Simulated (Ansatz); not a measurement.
Crystal: BaTiO3 (Barioperovskite).

```
CELL_PARAMETERS angstrom
3.98550 0.00000 0.00000
0.00000 2.83690 2.84515
0.00000 -2.83690 2.84515
ATOMIC_POSITIONS crystal
Ba 0.00000 0.00000 0.00000
Ti 0.50000 0.51240 0.51240
O 0.50000 0.99184 0.50524
O 0.50000 0.50524 0.99184
O 0.00000 0.48740 0.48740
```

```yaml
Program: Ansatz 0.2.0
Task: relaxation of cell and atoms
Functional: PBEsol
Dispersion: D3(BJ)
Potentials_or_basis: Ansatz PAW
Cutoff: "420 eV (not typed: the program's choice for these potentials)"
k_mesh: 7 × 7 × 7
Occupations: fermi-dirac, width 0.05 eV
Spin: no spin polarisation
```

At the start: volume 12.87 Å³/atom.

Problem. Where does the relaxation end?

Solution. It ends after 11 steps and the volume is 12.35 Å³/atom (-4.1 %); space group Amm2 (No. 38, to 0.05 Å).

Step by step:
| step | energy change (eV) | largest force (eV/Å) | volume (Å³) |
| --- | --- | --- | --- |
| 1 | 0.0000 | 0.2869 | 64.34 |
| 2 | -0.0759 | 0.3754 | 61.43 |
| 3 | -0.0831 | 0.1834 | 61.45 |
| 4 | -0.0865 | 0.0512 | 61.71 |
| 5 | -0.0869 | 0.0517 | 61.69 |
| 6 | -0.0869 | 0.0440 | 61.77 |
| 7 | -0.0870 | 0.0100 | 61.83 |
| 8 | -0.0870 | 0.0004 | 61.82 |
| 9 | -0.0795 | 0.0004 | 61.82 |
| 10 | -0.0799 | 0.0012 | 61.73 |
| 11 | -0.0796 | 0.0012 | 61.73 |

Final structure:
```
CELL_PARAMETERS angstrom
3.93461 0.00000 0.00000
0.00000 2.79841 2.80298
0.00000 -2.79841 2.80298
ATOMIC_POSITIONS crystal
Ba 0.00000 0.00437 0.00437
Ti 0.50000 0.51421 0.51421
O 0.50000 0.98984 0.49468
O 0.50000 0.49468 0.98984
O 0.00000 0.49378 0.49378
```

Caveat: the plane-wave basis is chosen anew once the cell has moved, so the energies of steps on either side of that aren't comparable; the pressure holds a Pulay correction of +0.6 GPa for the finite cutoff; the PAW data sets come from PBE, with cores solved anew for the run's functional, which leaves a small shift of forces and pressure.
